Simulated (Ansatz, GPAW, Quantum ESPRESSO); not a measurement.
## The band gap of TiO2, sorted by core time

```yaml
crystal:
  lattice:
    - [4.59984, 0.00000, 0.00000]
    - [0.00000, 4.59984, 0.00000]
    - [0.00000, 0.00000, 2.95921]
  atoms:
    - { symbol: Ti, position: [0.00000, 0.00000, 0.50000] }
    - { symbol: Ti, position: [0.50000, 0.50000, 0.00000] }
    - { symbol: O, position: [0.30432, 0.30432, 0.50000] }
    - { symbol: O, position: [0.19568, 0.80432, 0.00000] }
    - { symbol: O, position: [0.80432, 0.19568, 0.00000] }
    - { symbol: O, position: [0.69568, 0.69568, 0.50000] }
```

```csv
rung,level,program and potentials,cutoff (eV),k mesh,core time,chip,band gap (eV),miss (eV),notes
GGA,PBE,"Ansatz, Ansatz PAW (files of its older set among them)",930,6 × 6 × 9,15 s,AMD EPYC 9R45 Zen 5,1.86,-1.19,-
GGA,PW91,"GPAW, PAW data sets generated for this functional",800,4 × 4 × 6,55 s,AMD EPYC 9R45 Zen 5,1.87,-1.18,coarse mesh
GGA,SOGGA,"GPAW, PAW data sets generated for this functional",800,4 × 4 × 6,2.7 min,Arm Neoverse V1,1.83,-1.22,coarse mesh
non-local van der Waals functional,vdW-DF-cx,"GPAW, GPAW PAW data sets (gpaw-data 1.2.1)",800,4 × 4 × 6,3 min,Arm Neoverse V2,1.85,-1.20,coarse mesh; potentials made for PBE
GGA,PBE,"Quantum ESPRESSO, SSSP 1.3 efficiency PBE",748,6 × 6 × 9,3.2 min,Arm Neoverse V1,1.86,-1.19,-
GGA,PBE,"Quantum ESPRESSO, PseudoDojo 0.4.1 SR PBE standard",1143,6 × 6 × 9,7.1 min,Arm Neoverse V1,(a),?,-
```

Times are single runs on shared hosts and different chips, so they are rough; meshes, cutoffs and the tasks' sizes weigh on the time. Task: band structure. All rows: no spin polarisation. Gaps are the least found on the k mesh or the band path, and a mesh can miss the band edges. Meshes differ between rows, which moves values too. All levels ran on this one cell, unrelaxed unless noted. Meshes are those of the run's cell of 6 atoms unless a note names another. Misses use the values as printed. Runs on faulty files, with rough fits or with known faults for this quantity aren't shown. No row holds spin-orbit coupling.

Measured: 3.05 eV at 300 K (a printed reference work). The runs are for a static lattice.

Task: Estimate the value left out from the other rows.

Result: (a) 1.88 eV, miss -1.17.
